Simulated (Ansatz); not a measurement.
# MnS (F-43m) in Ansatz: further runs, part 2 of 3

Ansatz 0.2.0.

**3. Band structure, PBEsol, collinear spin, ferromagnetic start**

Input file input.yaml:

```yaml
crystal:
  lattice:
    - [0.0, 2.4734634191, 2.4734634191]
    - [2.4734634191, 0.0, 2.4734634191]
    - [2.4734634191, 2.4734634191, 0.0]
  atoms:
    - { symbol: Mn, position: [0.0, 0.0, 0.0], spin: 4.0 }
    - { symbol: S, position: [0.75, 0.75, 0.75] }
kpoints:
  mp_grid: { grid: [9, 9, 9] }
  band_path:
    path:
      - [0.0, 0.0, 0.0]
      - [0.5, 0.0, 0.5]
      - [0.5, 0.25, 0.75]
      - [0.375, 0.375, 0.75]
      - [0.0, 0.0, 0.0]
      - [0.5, 0.5, 0.5]
      - [0.625, 0.25, 0.625]
      - [0.5, 0.25, 0.75]
    npoints: 8
scf:
  occupations: { method: fermi_dirac, width: 0.05 }
hamiltonian:
  xc: pbesol
  pseudopotentials: { kind: all_electron, lapw: { basis_error: 0.001 } }
magnetization:
  spin_polarized: true
output:
  forces: true
  stress: true
  eigenvalues: true
```

Potentials or basis: all-electron LAPW, scalar-relativistic.

Started as:

```sh
ansatz run input.yaml --threads 2 --pin off --max-ram 6144MiB --backend cpu --events-out ev --progress --plain --runs-dir out
```

Output:

```text
Warning: RAYON_NUM_THREADS=2 ignored (pool sized by the plan → 2); use --threads N
LAPW: plane waves up to 9.500 Å⁻¹, error target 1.0e-3 eV per atom; small_component_spin mean_spin; S in spheres of 0.967 Å, 14 of its electrons in bands, Dirac shells []; Mn in spheres of 1.175 Å, 15 of its electrons in bands, Dirac shells [] (how accurate: hamiltonian.pseudopotentials.lapw.basis_error, Limitations)
Engine: ansatz 0.2.0, x86_64-unknown-linux-gnu
Pseudopotentials: kind: all_electron
Pseudopotential: Mn, LAPW, valence charge 15, lapw/all_electron/scalar/gaussian/Mn, Koelling and Harmon's equation, gaussian nucleus
Pseudopotential: S, LAPW, valence charge 14, lapw/all_electron/scalar/gaussian/S, Koelling and Harmon's equation, gaussian nucleus
Functional definition: PBEsol
  exchange = pbesol_x
  correlation = pbesol_c
Crystal: 2 atoms, lattice volume = 30.265 Å³
Basis set: ecut = 343.8349509592126 eV, 411 PW (Γ), exchange–correlation at level 2
Bands: 21, of which v1, the nominal top of the filled ones, is band 15 counted from 1 (14 counted from 0)
Symmetry: 24 space group operations
Space group: F-43m (ITA 216), of the structure as read, at distance tolerance 3.1e-5 Å
Magnetic group: BNS 216.74 (UNI 1576), of the structure as read, at distance tolerance 3.1e-5 Å
k-points: 35 of 729 (time reversal used)
Non-local potential: Mn, projectors of the file, none
Non-local potential: S, projectors of the file, none
Initial density: superposition of atomic densities (chi_scale 0.1, normalization cell, long waves kept (reshape's long-wave potential 0.00 eV rms))
Starting moments: Σ|m| = 4 μB on 1 of 2 sites
Initial wavefunctions: plane waves of lowest kinetic energy (no species holds an atomic orbital)
Functional: x = pbesol(κ = 0.804, μ = 0.12345679012345678), c = pbesol(β = 0.046)
iter 1 solved again at ethr=1.71e-3 eV; its pass at ethr=1.00e-1 eV (dr2=4.96e-1 eV) is discarded
SCF iter   1: F=—  HF=-42344.377359 eV  |F-HF|=—  |Δ(HF+E_count)|=         —  Δρ=5.50e-2 (↑4.26e-2 ↓5.50e-2)  dr2=4.98e-1  dr2_m=5.64e-1  M=2.424 μB ∫|m|=2.517 μB  β_m=0.30  ethr=1.71e-3  ⟨swp⟩=2.0  Hψ=10098  notcnv=0
Mixer restart at iter 1: flushing history
preconditioner: auto → Kerker (q_TF=auto, 2.709 Å⁻¹)  [metal: Δε(μ)=0.009 eV  Ē_g=10.836 eV  σ=0.050 eV  W_gap=0.04  n_scr=14 (ndim 8)  ℏωp=24.3 eV  f_vac=0.000  D(μ)=2.79/eV (n_scr^D=26)]
spin=Collinear: Kerker preconditioning applied to the charge; magnetization (m = ρ↑ − ρ↓) channel mixes plain (no charge-response kernel on spin).
SCF iter   2: F=—  HF=-42344.393080 eV  |F-HF|=—  |Δ(HF+E_count)|=   1.57e-2  Δρ=4.98e-2 (↑3.91e-2 ↓4.98e-2)  dr2=3.36e-1  dr2_m=4.87e-1  M=2.085 μB ∫|m|=2.203 μB  β_m=0.18  ethr=1.71e-3  ⟨swp⟩=2.0  Hψ=4221  notcnv=0
SCF iter   3: F=—  HF=-42344.389062 eV  |F-HF|=—  |Δ(HF+E_count)|=   4.02e-3  Δρ=3.90e-2 (↑2.82e-2 ↓3.90e-2)  dr2=1.29e-1  dr2_m=3.00e-1  M=0.975 μB ∫|m|=1.111 μB  β_m=0.23  ethr=1.16e-3  ⟨swp⟩=2.0  Hψ=4262  notcnv=0
SCF iter   4: F=—  HF=-42344.279621 eV  |F-HF|=—  |Δ(HF+E_count)|=         —  Δρ=1.44e-2 (↑1.08e-2 ↓1.44e-2)  dr2=3.81e-2  dr2_m=2.95e-2  M=0.071 μB ∫|m|=0.125 μB  β_m=0.47  ethr=4.46e-4  ⟨swp⟩=2.6  Hψ=4618  notcnv=0
Mixer restart at iter 4: flushing history
SCF iter   5: F=—  HF=-42344.295264 eV  |F-HF|=—  |Δ(HF+E_count)|=         —  Δρ=8.74e-3 (↑7.22e-3 ↓8.74e-3)  dr2=1.42e-2  dr2_m=1.20e-2  M=0.115 μB ∫|m|=0.142 μB  β_m=0.73  ethr=1.32e-4  ⟨swp⟩=2.0  Hψ=4258  notcnv=0
the basis was enlarged: its passes take 767.7 KiB over the memory plan, 2 of 2 planned eigensolver slots
SCF iter   6: F=—  HF=-42344.306973 eV  |F-HF|=—  |Δ(HF+E_count)|=   1.17e-2  Δρ=5.74e-3 (↑2.38e-3 ↓5.74e-3)  dr2=2.04e-2  dr2_m=1.61e-3  M=0.210 μB ∫|m|=0.223 μB  β_m=0.59  ethr=4.88e-5  ⟨swp⟩=3.0  Hψ=4450  notcnv=0
iter 7 solved again at ethr=1.14e-6 eV; its pass at ethr=4.88e-5 eV (dr2=3.31e-4 eV) is discarded
SCF iter   7: F=—  HF=-42344.291247 eV  |F-HF|=—  |Δ(HF+E_count)|=   1.57e-2  Δρ=1.12e-3 (↑1.12e-3 ↓7.37e-4)  dr2=3.32e-4  dr2_m=1.34e-4  M=0.221 μB ∫|m|=0.233 μB  β_m=0.73  ethr=1.14e-6  ⟨swp⟩=2.0  Hψ=7296  notcnv=0
SCF iter   8: F=—  HF=-42344.291690 eV  |F-HF|=—  |Δ(HF+E_count)|=   4.42e-4  Δρ=4.11e-4 (↑3.62e-4 ↓4.11e-4)  dr2=3.71e-5  dr2_m=3.21e-5  M=0.230 μB ∫|m|=0.246 μB  β_m=0.84  ethr=1.14e-6  ⟨swp⟩=2.9  Hψ=3993  notcnv=0
SCF iter   9: F=—  HF=-42344.291716 eV  |F-HF|=—  |Δ(HF+E_count)|=   2.61e-5  Δρ=1.08e-4 (↑8.69e-5 ↓1.08e-4)  dr2=6.92e-6  dr2_m=2.41e-7  M=0.239 μB ∫|m|=0.256 μB  β_m=0.92  ethr=1.28e-7  ⟨swp⟩=2.5  Hψ=3973  notcnv=0
SCF iter  10: F=—  HF=-42344.291722 eV  |F-HF|=—  |Δ(HF+E_count)|=   6.24e-6  Δρ=5.20e-5 (↑4.09e-5 ↓5.20e-5)  dr2=3.06e-7  dr2_m=5.41e-7  M=0.239 μB ∫|m|=0.257 μB  β_m=0.96  ethr=2.39e-8  ⟨swp⟩=2.6  Hψ=3871  notcnv=0
SCF iter  11: F=—  HF=-42344.291722 eV  |F-HF|=—  |Δ(HF+E_count)|=   4.52e-7  Δρ=5.88e-6 (↑5.88e-6 ↓5.48e-6)  dr2=3.37e-8  dr2_m=3.60e-9  M=0.241 μB ∫|m|=0.258 μB  β_m=0.98  ethr=1.05e-9  ⟨swp⟩=3.0  Hψ=4283  notcnv=0
SCF iter  12: F=—  HF=-42344.291722 eV  |F-HF|=—  |Δ(HF+E_count)|=   5.10e-9  Δρ=2.51e-6 (↑2.07e-6 ↓2.51e-6)  dr2=6.18e-9  dr2_m=5.19e-10  M=0.241 μB ∫|m|=0.258 μB  β_m=0.99  ethr=1.16e-10  ⟨swp⟩=2.1  Hψ=3827  notcnv=0
SCF iter  13: F=—  HF=-42344.291722 eV  |F-HF|=—  |Δ(HF+E_count)|=   2.14e-9  Δρ=1.68e-6 (↑1.68e-6 ↓1.39e-6)  dr2=2.98e-10  dr2_m=6.10e-10  M=0.241 μB ∫|m|=0.258 μB  β_m=0.99  ethr=2.13e-11  ⟨swp⟩=2.2  Hψ=3835  notcnv=0
SCF iter  14: F=—  HF=-42344.291722 eV  |F-HF|=—  |Δ(HF+E_count)|=  6.18e-10  Δρ=5.35e-7 (↑5.35e-7 ↓3.72e-7)  dr2=8.07e-11  dr2_m=4.53e-11  M=0.241 μB ∫|m|=0.258 μB  β_m=1.00  ethr=2.50e-12 (applied; sched 1.03e-12)  ⟨swp⟩=2.0  Hψ=3824  notcnv=0
SCF iter  15: F=-42344.291722 eV  HF=-42344.291722 eV  |F-HF|=1.46e-11  |Δ(HF+E_count)|=  1.60e-10  Δρ=9.82e-8 (↑6.14e-8 ↓9.82e-8)  dr2=4.63e-12  dr2_m=7.92e-13  M=0.241 μB ∫|m|=0.258 μB  ethr=2.45e-12 (applied; sched 1.00e-12)  ⟨swp⟩=2.0  Hψ=3823  notcnv=0
SCF 1 converged in 15 iterations: F = -42344.291722 eV  dr2 = 4.63e-12
NSCF: frozen V_eff on 57 k-points
SCF converged after 15 iterations
Magnetization: 0.2406 μB (14.6203 up, 14.3797 down)
Absolute magnetization: 0.2585 μB (∫|ρ↑−ρ↓|)
Spin contamination: 0.0036 ħ² per cell (⟨S²⟩ above its minimum at these occupations)
Per-site moments (μB) at R_I (Å): [(0.2295467851868036, 1.1754698942359685), (-0.0034838474575629164, 0.9666122301166353)]
Free energy (F): -42344.291722 eV
Harris-Foulkes:  -42344.291722 eV  (|F-HF|=1.46e-11)
Internal energy: -42344.271811 eV  (E = F + TS)
E sigma→0 (E₀):  -42344.281767 eV
Entropy (-TS):   -0.019911 eV (-9.956 meV/atom)
Fermi energy:    12.286571 eV
--- Per-component energies (eV) ---
  E_band       = -1467.678822
  E_kinetic    = 42783.223566
  E_xc         = -2074.223758
  E_electrostatic = -83053.271618  (all electrons and nuclei)
  E_smearing   = -0.019911  (= −TS)
  E_closure    = 0.000000  (closes the sum)
  E_atoms      = -42329.124486  (free atoms, spherical and without spin; not in F)
  Σ components = -42344.291722   (vs F -42344.291722, Δ=0.00e0)
  Basis errors (estimates in eV, not in F): energy 4.7e-4 per atom: plane waves 4.3e-4 (2.5e-4 summed), levels above the bands 6.3e-92, relativity 1.7e-8, radial functions 4.2e-5, core shells 9.9e-8; eigenvalues (radial functions only) 1.1e-6; not estimated: angular momenta, meshes, grids; target (lapw.basis_error) 1.0e-3; muffin-tin radii S 0.967 Å, Mn 1.175 Å
--- Forces (eV/Å), atoms counted from 1 ---
  atom   1  Mn    -0.00000000     0.00000000     0.00000000
  atom   2  S      0.00000000    -0.00000000     0.00000000
  max |Σ_I F_I| component: 6.94e-18 eV/Å
--- Stress (GPa, compression-positive) ---
       -3.004333       0.000000       0.000000
        0.000000      -3.004333      -0.000000
        0.000000      -0.000000      -3.004333
  P = ⅓ Tr σ = -3.0043 GPa (-30.043 kbar)
--- Band table (eV; the first three rows and the last of 70) ---
  k-point 0 ↑: bands = ["-193.8194", "-138.8801", "-138.8801", "-138.8801", "-66.4315", "-35.3655", "-35.3655", "-35.3655", "-2.9944", "7.5552", "7.5552", "7.5552", "11.3979", "11.3979", "15.9515", "15.9563", "15.9563", "15.9563", "20.0396", "20.0396", "20.0396"]
  k-point 1 ↑: bands = ["-193.8194", "-138.8801", "-138.8801", "-138.8801", "-66.4313", "-35.3686", "-35.3660", "-35.3660", "-2.8647", "7.3058", "7.5992", "7.5992", "11.3649", "11.3649", "15.0819", "15.7798", "15.7798", "16.6766", "20.0111", "20.3069", "20.3069"]
  k-point 2 ↑: bands = ["-193.8194", "-138.8801", "-138.8801", "-138.8801", "-66.4308", "-35.3765", "-35.3672", "-35.3672", "-2.5146", "6.7183", "7.7007", "7.7007", "11.3397", "11.3397", "13.8238", "15.3193", "15.3193", "17.5072", "20.1411", "20.7718", "20.7718"]
  k-point 34 ↓: bands = ["-193.8209", "-138.8821", "-138.8821", "-138.8821", "-66.1946", "-35.1573", "-35.1506", "-35.1451", "-1.2856", "6.3841", "7.0688", "8.1208", "10.5967", "11.4345", "12.3296", "12.8991", "13.7893", "19.2806", "20.9089", "21.5418", "22.7394"]
```

Run time: 8.9 s. Hardware: 2 threads of AMD EPYC 9R45 (Zen 5), shared host; peak memory 0.43 GiB.

What came out:

```yaml
Free_energy: -42344.2917 eV
Pressure: -3.0 GPa
Band_gap_along_the_path: none (metal or under the smearing width)
Net_moment: 0.24 μB per cell
Absolute_moment: 0.26 μB per cell
Site_moments: Mn +0.23; S -0.00 μB
```

Levels at the corners of the path, in eV from the Fermi level:
Spin up:
```
point  band 13  band 14  band 15  band 16  band 17  band 18
    Γ    -0.89    -0.89     3.66     3.67     3.67     3.67
    X    -1.82    -0.30    -0.23     0.18     0.18     5.44
    W    -1.90    -1.05    -0.23     0.42     1.25     7.01
    K    -1.79    -0.67    -0.42     0.69     0.97     5.94
    Γ    -0.89    -0.89     3.66     3.67     3.67     3.67
    L    -0.63    -0.63    -0.41     1.88     1.88     5.36
    U    -1.79    -0.67    -0.42     0.69     0.97     5.94
    W    -1.90    -1.05    -0.23     0.42     1.25     7.01
```
Spin down:
| point | band 12 | band 13 | band 14 | band 15 | band 16 | band 17 |
| --- | --- | --- | --- | --- | --- | --- |
| Γ | -4.67 | -0.62 | -0.62 | 3.69 | 3.76 | 3.76 |
| X | -4.02 | -1.72 | -0.07 | 0.07 | 0.31 | 0.31 |
| W | -4.17 | -1.80 | -0.88 | 0.05 | 0.56 | 1.47 |
| K | -4.10 | -1.67 | -0.45 | -0.24 | 0.88 | 1.15 |
| Γ | -4.67 | -0.62 | -0.62 | 3.69 | 3.76 | 3.76 |
| L | -4.38 | -0.38 | -0.38 | -0.28 | 1.98 | 1.98 |
| U | -4.10 | -1.67 | -0.45 | -0.24 | 0.88 | 1.15 |
| W | -4.17 | -1.80 | -0.88 | 0.05 | 0.56 | 1.47 |

Caveat: the moment fell far below its start of 4 μB, so a state of higher moment may lie lower in energy; semilocal functionals often make such compounds metallic where correlation or magnetic order opens a gap, which also shifts bond lengths; the starting moments weren't kept.

**4. Single point, LDA, collinear spin, ferromagnetic start, 14.22 Å³/atom (volume scaled by 0.94)**

Input file input.yaml:

```yaml
crystal:
  lattice:
    - [0.0, 2.4229704058, 2.4229704058]
    - [2.4229704058, 0.0, 2.4229704058]
    - [2.4229704058, 2.4229704058, 0.0]
  atoms:
    - { symbol: Mn, position: [0.0, 0.0, 0.0], spin: 4.0 }
    - { symbol: S, position: [0.75, 0.75, 0.75] }
kpoints:
  mp_grid: { grid: [9, 9, 9] }
scf:
  occupations: { method: fermi_dirac, width: 0.05 }
hamiltonian:
  xc: lda
  pseudopotentials: { kind: all_electron, lapw: { basis_error: 0.001 } }
magnetization:
  spin_polarized: true
output:
  forces: true
  stress: true
  eigenvalues: true
```

Started as:

```sh
ansatz run input.yaml --threads 2 --pin off --max-ram 6144MiB --backend cpu --events-out ev --progress --plain --runs-dir out
```

It took 15 s on 2 threads of AMD EPYC 7R43 (Zen 3), shared host; peak memory 0.43 GiB.

The run converged. Its results:

* Free energy: -42301.7065 eV
* Pressure: 2.4 GPa
* Band gap on the k mesh: none (metal or under the smearing width)
* Net moment: 0.00 μB per cell
* Absolute moment: 0.00 μB per cell

Caveat: the starting moments collapsed, and a magnetic state may lie lower; semilocal functionals often make such compounds metallic where correlation or magnetic order opens a gap, which also shifts bond lengths; the starting moments weren't kept.

(Part 2 of 3 ends here.)
